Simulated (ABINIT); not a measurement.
# RbCl (Fm-3m): G0W0 with ABINIT, start to end

How does a plane-wave GW calculation on RbCl (Fm-3m) run from the first input to the gap?

Main program and level: ABINIT 10.8.3; PBE and many-body steps on it, plane waves.

## 1. Set-up

The structure is cubic, space group Fm-3m (No. 225). The conventional cell has a = 6.579 Å, b = 6.579 Å, c = 6.579 Å, α = 90.00°, β = 90.00°, γ = 90.00°. Rb has 6 Cl at 3.29 Å nearest. Nearest to Cl lie 6 Rb at 3.29 Å. Farther neighbours and most contacts between anions are not listed.

The cell and positions come from the Crystallography Open Database and are kept as given unless a step says otherwise.

## 2. Ground state

This step: ABINIT 10.8.3; DFT, PBE, plane waves, norm-conserving pseudopotentials.

The ground-state density comes first.

The input, run.abi:

```
acell 3*1.0 Angstrom
rprim 
  0.000000000000 3.289500000000 3.289500000000
  3.289500000000 0.000000000000 3.289500000000
  3.289500000000 3.289500000000 -0.000000000000
ntypat 2
znucl 37 17
natom 2
typat 1 2
xred 
  0.000000000000 0.000000000000 0.000000000000
  0.500000000000 0.500000000000 0.500000000000
pp_dirpath "pseudos"
pseudos "Rb.upf, Cl.upf"
ecut 25
ngkpt 6 6 6
nshiftk 1
shiftk 0 0 0
kptopt 1
chksymbreak 0
nband 13
occopt 1
tolvrs 1e-10
nstep 60
prtwf 0
optforces 0
optstress 0
indata_prefix "in"
outdata_prefix "out"
tmpdata_prefix "tmp"
```

On the command line:

```
> OMP_NUM_THREADS=1 mpirun -n 4 abinit run.abi > log
```

Numbers of over 12 decimals in the logs are rounded to 6 here.

Log:

```text
.Version 10.8.3 of ABINIT. v10.8.2 released Aug 2026.

 Symmetries : space group Fm -3 m (#225); Bravais cF (face-center cubic)
================================================================================
 Values of the parameters that define the memory need of the present run
     intxc =       0    ionmov =       0      iscf =       7    lmnmax =       6
     lnmax =       6     mgfft =      40  mpssoang =       3    mqgrid =    3001
     natom =       2  nloc_mem =       1    nspden =       1   nspinor =       1
    nsppol =       1      nsym =      48    n1xccc =    2501    ntypat =       2
    occopt =       1   xclevel =       2
-    mband =          13        mffmem =           1         mkmem =           4
       mpw =        2882          nfft =       64000          nkpt =          16
================================================================================
  Rough estimation (10% accuracy) of disk space for files :
================================================================================

--------------------------------------------------------------------------------
------------- Echo of variables that govern the present computation ------------
--------------------------------------------------------------------------------
 -outvars: echo values of preprocessed input variables --------
            acell      1.8897261259E+00  1.8897261259E+00  1.8897261259E+00 Bohr

      chksymbreak           0
             ecut      2.50000000E+01 Hartree
-          fftalg         312

              ixc     -101130
              kpt      0.00000000E+00  0.00000000E+00  0.00000000E+00
                       1.66666667E-01  0.00000000E+00  0.00000000E+00
                       3.33333333E-01  0.00000000E+00  0.00000000E+00
                       5.00000000E-01  0.00000000E+00  0.00000000E+00
                       1.66666667E-01  1.66666667E-01  0.00000000E+00
                       3.33333333E-01  1.66666667E-01  0.00000000E+00
                       5.00000000E-01  1.66666667E-01  0.00000000E+00
                      -3.33333333E-01  1.66666667E-01  0.00000000E+00
                      -1.66666667E-01  1.66666667E-01  0.00000000E+00
   [... 5 further rows ...]
                      -3.33333333E-01  3.33333333E-01  1.66666667E-01
                      -3.33333333E-01  5.00000000E-01  1.66666667E-01
         kptrlatt        6    0    0      0    6    0      0    0    6
          kptrlen      5.27466651E+01
P           mkmem           4
            natom           2
            nband          13
            ngfft          40      40      40
             nkpt          16
            nstep          60
             nsym          48
           ntypat           2
              occ      2.000000  2.000000  2.000000  2.000000  2.000000  2.000000
                       2.000000  2.000000  0.000000  0.000000  0.000000  0.000000
                       0.000000
        optforces           0
        optstress           0
            prtwf           0
            rprim      0.0000000000E+00  3.2895000000E+00  3.2895000000E+00
[...]
spgroup         225

           tolvrs      1.00000000E-10

             xred      0.0000000000E+00  0.0000000000E+00  0.0000000000E+00
[...]
znucl       37.00000   17.00000

================================================================================

 chkinp: Checking input parameters for consistency.

================================================================================
== DATASET  1 ==================================================================
-   mpi_nproc: 4, omp_nthreads: 1 (-1 if OMP is not activated)

--- !DatasetInfo
iteration_state: {dtset: 1, }
dimensions: {natom: 2, nkpt: 16, mband: 13, nsppol: 1, nspinor: 1, nspden: 1, mpw: 2882, }
cutoff_energies: {ecut:  25.0, pawecutdg:  -1.0, }
electrons: {nelect:   1.60000000E+01, charge:   0.00000000E+00, occopt:   1.00000000E+00, tsmear:   1.00000000E-02, }

 Real(R)+Recip(G) space primitive vectors, cartesian coordinates (Bohr,Bohr^-1):
 R(1)=  0.0000000  6.2162541  6.2162541  G(1)= -0.0804343  0.0804343  0.0804343
 R(2)=  6.2162541  0.0000000  6.2162541  G(2)=  0.0804343 -0.0804343  0.0804343
 R(3)=  6.2162541  6.2162541  0.0000000  G(3)=  0.0804343  0.0804343 -0.0804343
 Unit cell volume ucvol=  4.8041468E+02 bohr^3
 Angles (23,13,12)=  6.00000000E+01  6.00000000E+01  6.00000000E+01 degrees

 getcut: wavevector=  0.0000  0.0000  0.0000  ngfft=  40  40  40
         ecut(hartree)=     25.000   => boxcut(ratio)=   2.02153

--- Pseudopotential description ------------------------------------------------
- Rb Generated using ONCVPSP code by D. R. Hamann
- 37.00000   9.00000  171031                  znucl, zion, pspdat
12 -101130 2 -1 2308                          pspcod,pspxc,lmax,lloc,mmax
     nproj     2     2     2
  pspatm : epsatm=   34.45470878
         --- l  ekb(1:nproj) -->
[...]
pspatm: atomic psp has been read  and splines computed

- Cl Generated using ONCVPSP code by D. R. Hamann
- 17.00000   7.00000  171031                  znucl, zion, pspdat
12 -101130 2 -1 1028                          pspcod,pspxc,lmax,lloc,mmax
     nproj     2     2     2
  pspatm : epsatm=    9.12776517
         --- l  ekb(1:nproj) -->
[...]
2   -2.938609   -0.805455
 pspatm: atomic psp has been read  and splines computed

   6.97319583E+02                                ecore*ucvol(ha*bohr**3)
--------------------------------------------------------------------------------

_setup2: Arith. and geom. avg. npw (full set) are    2866.644    2866.618

================================================================================

--- !BeginCycle
iteration_state: {dtset: 1, }
solver: {iscf: 7, nstep: 60, nline: 4, wfoptalg: 0, }
tolerances: {tolvrs: 1.00E-10, }

     iter   Etot(hartree)      deltaE(h)  residm     vres2
 ETOT  1  -43.588869736832    -4.359E+01 2.489E-02 1.263E+02
 ETOT  2  -43.615856687395    -2.699E-02 2.413E-02 1.058E+01
 ETOT  3  -43.618004986418    -2.148E-03 2.450E-03 1.147E+00
 ETOT  4  -43.618079159929    -7.417E-05 7.554E-04 5.309E-02
 ETOT  5  -43.618080732834    -1.573E-06 3.492E-04 1.677E-03
 ETOT  6  -43.618080786733    -5.390E-08 4.893E-04 1.010E-05
 ETOT  7  -43.618080787481    -7.483E-10 1.893E-04 9.064E-08
 ETOT  8  -43.618080787486    -4.441E-12 2.569E-04 2.262E-09
 ETOT  9  -43.618080787487    -1.030E-12 9.161E-05 1.738E-11

 At SCF step    9       vres2   =  1.74E-11 < tolvrs=  1.00E-10 =>converged.

--- !ResultsGS
iteration_state: {dtset: 1, }
comment   : Summary of ground state results
lattice_vectors:
- [  0.0000000,   6.2162541,   6.2162541, ]
- [  6.2162541,   0.0000000,   6.2162541, ]
- [  6.2162541,   6.2162541,  -0.0000000, ]
lattice_lengths: [   8.79111,    8.79111,    8.79111, ]
lattice_angles: [ 60.000,  60.000,  60.000, ] # degrees, (23, 13, 12)
lattice_volume:   4.8041468E+02
convergence: {deltae: -1.030E-12, res2:  1.738E-11, residm:  9.161E-05, diffor:  0.000E+00, }
etotal    :  -4.36180808E+01
entropy   :   0.00000000E+00
fermie    :  -5.17815654E-02
cartesian_stress_tensor: null
pressure_GPa: null
xred      :
- [  0.0000E+00,   0.0000E+00,   0.0000E+00, Rb]
- [  5.0000E-01,   5.0000E-01,   5.0000E-01, Cl]
cartesian_forces: null
force_length_stats: {min: null, max: null, mean: null, }

 Integrated electronic density in atomic spheres:
 ------------------------------------------------
 Atom  Sphere_radius  Integrated_density
    1        2.00000          5.99904313
    2        2.00000          5.05345780
================================================================================

 ----iterations are completed or convergence reached----

 Mean square residual over all n,k,spin=   51.974E-08; max=  91.609E-06
 reduced coordinates (array xred) for    2 atoms
       0.000000000000      0.000000000000      0.000000000000
       0.500000000000      0.500000000000      0.500000000000
 rms dE/dt=  0.0000E+00; max dE/dt=  0.0000E+00; dE/dt below (all hartree)
    1       0.000000000000      0.000000000000      0.000000000000
    2       0.000000000000      0.000000000000      0.000000000000

 cartesian coordinates (angstrom) at end:
    1      0.000000     0.000000     0.000000
    2      3.289500     3.289500     3.289500
 length scales=  1.889726125908  1.889726125908  1.889726125908 bohr
              =  1.000000000000  1.000000000000  1.000000000000 angstroms
 prteigrs : about to open file out_EIG
 Fermi (or HOMO) energy (hartree) =  -0.05178   Average Vxc (hartree)=  -0.27552
 Eigenvalues (hartree) for nkpt=  16  k points:
 kpt#   1, nband= 13, wtk=  0.00463, kpt=  0.0000  0.0000  0.0000 (reduced coord)
  -0.93113   -0.49275   -0.34474   -0.34474   -0.34474   -0.05178   -0.05178   -0.05178
   0.13206    0.24174    0.24174    0.24174    0.27745
 prteigrs : prtvol=0 or 1, do not print more k-points.

--- !EnergyTerms
iteration_state     : {dtset: 1, }
comment             : Components of total free energy in Hartree
kinetic             :  1.28844880965920E+01
hartree             :  7.90952657297168E+00
xc                  : -1.16000809857032E+01
Ewald energy        : -2.94927782218083E+01
psp_core            :  1.45149515998135E+00
local_psp           : -2.58845536564371E+01
non_local_psp       :  1.11382224691692E+00
total_energy        : -4.36180807874866E+01
total_energy_eV     : -1.18690844361670E+03
band_energy         : -5.31176680544888E+00

== END DATASET(S) ==============================================================
================================================================================

 -outvars: echo values of variables after computation  --------
           etotal     -4.3618080787E+01
            nband          13
             nkpt          16
          spgroup         225
 [... the other variables as echoed above ...]

 Calculation completed.
```

Wall time 11 s (4 MPI ranks of Intel Xeon Platinum 8259CL at 2.50GHz (Skylake/Cascade Lake), shared host); peak memory 0.32 GiB; 43 s of CPU time.

Numbers from this step:

- total energy: -1186.9084 eV
- gap: 5.003 eV
- k of the valence top: 0, 0, 0
- k of the conduction bottom: 0, 0, 0
- least direct gap: 5.003 eV

The gap is direct, at Γ.

## 3. Bands along the symmetry lines

The cheap functional maps the bands first; the places of the edges decide which points the dearer methods must see.

The input, run.abi:

```
acell 3*1.0 Angstrom
rprim 
  0.000000000000 3.289500000000 3.289500000000
  3.289500000000 0.000000000000 3.289500000000
  3.289500000000 3.289500000000 -0.000000000000
ntypat 2
znucl 37 17
natom 2
typat 1 2
xred 
  0.000000000000 0.000000000000 0.000000000000
  0.500000000000 0.500000000000 0.500000000000
pp_dirpath "pseudos"
pseudos "Rb.upf, Cl.upf"
ecut 25
iscf -2
irdden 1
kptopt 0
nkpt 50
kpt 
  0.00000000 0.00000000 0.00000000
  0.06250000 0.00000000 0.06250000
  0.12500000 0.00000000 0.12500000
  0.18750000 0.00000000 0.18750000
  0.25000000 0.00000000 0.25000000
  0.31250000 0.00000000 0.31250000
  0.37500000 0.00000000 0.37500000
  0.43750000 0.00000000 0.43750000
  0.50000000 0.00000000 0.50000000
  0.51562500 0.03125000 0.51562500
  0.53125000 0.06250000 0.53125000
  0.54687500 0.09375000 0.54687500
  0.56250000 0.12500000 0.56250000
  0.57812500 0.15625000 0.57812500
  0.59375000 0.18750000 0.59375000
  0.60937500 0.21875000 0.60937500
  0.62500000 0.25000000 0.62500000
  0.37500000 0.37500000 0.75000000
  0.32812500 0.32812500 0.65625000
  0.28125000 0.28125000 0.56250000
  0.23437500 0.23437500 0.46875000
  0.18750000 0.18750000 0.37500000
  0.14062500 0.14062500 0.28125000
  0.09375000 0.09375000 0.18750000
  0.04687500 0.04687500 0.09375000
  0.00000000 0.00000000 0.00000000
  0.06250000 0.06250000 0.06250000
  0.12500000 0.12500000 0.12500000
  0.18750000 0.18750000 0.18750000
  0.25000000 0.25000000 0.25000000
  0.31250000 0.31250000 0.31250000
  0.37500000 0.37500000 0.37500000
  0.43750000 0.43750000 0.43750000
  0.50000000 0.50000000 0.50000000
  0.50000000 0.46875000 0.53125000
  0.50000000 0.43750000 0.56250000
  0.50000000 0.40625000 0.59375000
  0.50000000 0.37500000 0.62500000
  0.50000000 0.34375000 0.65625000
  0.50000000 0.31250000 0.68750000
  0.50000000 0.28125000 0.71875000
  0.50000000 0.25000000 0.75000000
  0.50000000 0.21875000 0.71875000
  0.50000000 0.18750000 0.68750000
  0.50000000 0.15625000 0.65625000
  0.50000000 0.12500000 0.62500000
  0.50000000 0.09375000 0.59375000
  0.50000000 0.06250000 0.56250000
  0.50000000 0.03125000 0.53125000
  0.50000000 0.00000000 0.50000000
istwfk *1
nband 15
nbdbuf 2
tolwfr 1e-08
nstep 40
prtwf 0
prtvol 0
indata_prefix "in"
outdata_prefix "out"
tmpdata_prefix "tmp"
```

Log:

```text
.Version 10.8.3 of ABINIT. v10.8.2 released Aug 2026.

 Symmetries : space group Fm -3 m (#225); Bravais cF (face-center cubic)
[... echo of the input left out ...]
== DATASET  1 ==================================================================
-   mpi_nproc: 4, omp_nthreads: 1 (-1 if OMP is not activated)

--- !DatasetInfo
iteration_state: {dtset: 1, }
dimensions: {natom: 2, nkpt: 50, mband: 15, nsppol: 1, nspinor: 1, nspden: 1, mpw: 2886, }
cutoff_energies: {ecut:  25.0, pawecutdg:  -1.0, }
electrons: {nelect:   1.60000000E+01, charge:   0.00000000E+00, occopt:   1.00000000E+00, tsmear:   1.00000000E-02, }

 Real(R)+Recip(G) space primitive vectors, cartesian coordinates (Bohr,Bohr^-1):
 R(1)=  0.0000000  6.2162541  6.2162541  G(1)= -0.0804343  0.0804343  0.0804343
 R(2)=  6.2162541  0.0000000  6.2162541  G(2)=  0.0804343 -0.0804343  0.0804343
 R(3)=  6.2162541  6.2162541  0.0000000  G(3)=  0.0804343  0.0804343 -0.0804343
 Unit cell volume ucvol=  4.8041468E+02 bohr^3
 Angles (23,13,12)=  6.00000000E+01  6.00000000E+01  6.00000000E+01 degrees

 getcut: wavevector=  0.0000  0.0000  0.0000  ngfft=  40  40  40
         ecut(hartree)=     25.000   => boxcut(ratio)=   2.02153

--- Pseudopotential description ------------------------------------------------
- Rb Generated using ONCVPSP code by D. R. Hamann
- 37.00000   9.00000  171031                  znucl, zion, pspdat
12 -101130 2 -1 2308                          pspcod,pspxc,lmax,lloc,mmax
     nproj     2     2     2
  pspatm : epsatm=   34.45470878
         --- l  ekb(1:nproj) -->
             0    8.246201   -0.469081
             1    3.243116   -0.369397
             2   -1.026759    0.985281
 pspatm: atomic psp has been read  and splines computed

- Cl Generated using ONCVPSP code by D. R. Hamann
- 17.00000   7.00000  171031                  znucl, zion, pspdat
12 -101130 2 -1 1028                          pspcod,pspxc,lmax,lloc,mmax
     nproj     2     2     2
  pspatm : epsatm=    9.12776517
         --- l  ekb(1:nproj) -->
[...]
pspatm: atomic psp has been read  and splines computed

--------------------------------------------------------------------------------

================================================================================
 prteigrs : about to open file out_EIG
 Non-SCF case, kpt    1 (  0.00000  0.00000  0.00000), residuals and eigenvalues=
  3.33E-09  7.47E-09  4.20E-09  5.27E-09  4.85E-09  2.84E-09  6.23E-09  4.31E-09
  8.71E-09  4.83E-09  6.22E-09  7.14E-09  3.81E-09  6.20E-09  7.98E-09
 -9.3113E-01 -4.9275E-01 -3.4474E-01 -3.4474E-01 -3.4474E-01 -5.1782E-02
 -5.1782E-02 -5.1782E-02  1.3206E-01  2.4174E-01  2.4174E-01  2.4174E-01
[...]
Non-SCF case, kpt    2 (  0.06250  0.00000  0.06250), residuals and eigenvalues=
  4.18E-09  3.21E-09  2.62E-09  5.89E-09  3.66E-09  4.03E-09  3.50E-09  9.55E-09
[...]
5.19E-09  7.05E-09  4.12E-09  8.74E-09  2.92E-09  6.25E-09  4.09E-09  9.70E-09
  7.43E-09  3.14E-09  3.73E-09  4.62E-09  4.57E-09  3.53E-09  3.84E-08
[...]
Non-SCF case, kpt   49 (  0.50000  0.03125  0.53125), residuals and eigenvalues=
[...]
Non-SCF case, kpt   50 (  0.50000  0.00000  0.50000), residuals and eigenvalues=
[...]
-9.3038E-01 -4.9099E-01 -3.5421E-01 -3.4846E-01 -3.4846E-01 -6.3521E-02
 -5.5502E-02 -5.5502E-02  1.7630E-01  2.4468E-01  3.0532E-01  3.1736E-01
[...]
--- !ResultsGS
iteration_state: {dtset: 1, }
comment   : Summary of ground state results
lattice_vectors:
- [  0.0000000,   6.2162541,   6.2162541, ]
- [  6.2162541,   0.0000000,   6.2162541, ]
- [  6.2162541,   6.2162541,  -0.0000000, ]
lattice_lengths: [   8.79111,    8.79111,    8.79111, ]
lattice_angles: [ 60.000,  60.000,  60.000, ] # degrees, (23, 13, 12)
lattice_volume:   4.8041468E+02
convergence: {deltae:  0.000E+00, res2:  0.000E+00, residm:  1.000E-08, diffor:  0.000E+00, }
etotal    :  -4.36180808E+01
entropy   :   0.00000000E+00
fermie    :  -5.17815654E-02
cartesian_stress_tensor: null
pressure_GPa: null
xred      :
- [  0.0000E+00,   0.0000E+00,   0.0000E+00, Rb]
- [  5.0000E-01,   5.0000E-01,   5.0000E-01, Cl]
cartesian_forces: null
force_length_stats: {min: null, max: null, mean: null, }

 Integrated electronic density in atomic spheres:
 ------------------------------------------------
 Atom  Sphere_radius  Integrated_density
[...]
================================================================================

 ----iterations are completed or convergence reached----

 Mean square residual over all n,k,spin=   60.239E-10; max=  99.995E-10
 reduced coordinates (array xred) for    2 atoms
       0.000000000000      0.000000000000      0.000000000000
       0.500000000000      0.500000000000      0.500000000000

 cartesian coordinates (angstrom) at end:
    1      0.000000     0.000000     0.000000
    2      3.289500     3.289500     3.289500
 length scales=  1.889726125908  1.889726125908  1.889726125908 bohr
              =  1.000000000000  1.000000000000  1.000000000000 angstroms
 prteigrs : about to open file out_EIG
 Eigenvalues (hartree) for nkpt=  50  k points:
 kpt#   1, nband= 15, wtk=  1.00000, kpt=  0.0000  0.0000  0.0000 (reduced coord)
[...]
kpt#   2, nband= 15, wtk=  1.00000, kpt=  0.0625  0.0000  0.0625 (reduced coord)
[...]
kpt#   3, nband= 15, wtk=  1.00000, kpt=  0.1250  0.0000  0.1250 (reduced coord)
[...]
kpt#  49, nband= 15, wtk=  1.00000, kpt=  0.5000  0.0313  0.5313 (reduced coord)
  -0.93038   -0.49104   -0.35415   -0.34851   -0.34830   -0.06348   -0.05600   -0.05562
   0.17725    0.24593    0.30330    0.31831    0.32865    0.37921    0.38018
 kpt#  50, nband= 15, wtk=  1.00000, kpt=  0.5000  0.0000  0.5000 (reduced coord)
  -0.93038   -0.49099   -0.35421   -0.34846   -0.34846   -0.06352   -0.05550   -0.05550
   0.17630    0.24468    0.30532    0.31736    0.32950    0.37914    0.37914

== END DATASET(S) ==============================================================
================================================================================

 -outvars: echo values of variables after computation  --------
            nband          15
             nkpt          50
          spgroup         225
 [... the other variables as echoed above ...]

 Calculation completed.
```

Run time: 19 s. Hardware: 4 MPI ranks; peak memory 0.3 GiB.

This step gave:

```yaml
gap: 5.003 eV
k_of_the_valence_top: 0, 0, 0
k_of_the_conduction_bottom: 0, 0, 0
least_direct_gap: 5.003 eV
```

The gap is 5.003 eV, as in the run before at this level.

The electronic bands at the labelled points (eV, zero at the top of the highest filled band; v1 is the highest filled band, c1 the lowest empty one):

```tsv
point	v4	v3	v2	v1	c1	c2	c3	c4
Γ	-7.97	0.00	0.00	0.00	5.00	7.99	7.99	7.99
halfway	-7.99	-0.53	-0.07	-0.07	6.37	6.89	9.43	9.50
X	-8.07	-0.32	-0.10	-0.10	6.21	8.07	9.72	10.04
halfway	-8.06	-0.31	-0.19	-0.14	6.41	8.33	9.36	10.20
U	-8.03	-0.40	-0.28	-0.22	6.95	8.71	9.06	9.75
jump to K	-8.03	-0.40	-0.28	-0.22	6.95	8.71	9.06	9.75
halfway	-7.95	-0.59	-0.27	-0.11	6.66	7.61	8.82	9.51
Γ	-7.97	0.00	0.00	0.00	5.00	7.99	7.99	7.99
halfway	-7.96	-0.48	-0.18	-0.18	6.27	7.77	8.74	8.74
L	-7.95	-0.86	-0.34	-0.34	7.75	7.98	10.16	10.16
halfway	-7.96	-0.65	-0.29	-0.29	7.73	7.86	9.74	9.90
W	-7.96	-0.44	-0.24	-0.24	7.67	7.67	9.34	9.37
halfway	-8.02	-0.30	-0.27	-0.15	6.61	8.53	8.99	10.05
X	-8.07	-0.32	-0.10	-0.10	6.21	8.07	9.72	10.04
```

(Part 1 of 2 ends here.)

[Paths, hosts, dates, memory and timing lines, banners, echoed tables and standing remarks are left out of the program output.]

[Logs are printed without paths, hosts, clocks, repeated set-up lines and the standing remarks that a program may print on its own settings, such as how far it seeks lower states.]

[Runs of the session that timed out or met a known fault of the program may be left out.]

[Hosts, paths, dates, database ids (printed as entryN), source tags and the programs' standing remarks are cut or masked in the printed files.]

[G0W0 gaps are taken among the corrected bands and points alone; a level outside them can change the order at an edge.]

[Where Ansatz stands beside ABINIT at settings called matched, ABINIT's density can come from a denser mesh and the files from another edition; pairs whose starting gaps differed by over 0.03 eV were left out, so agreement reads better than it is.]
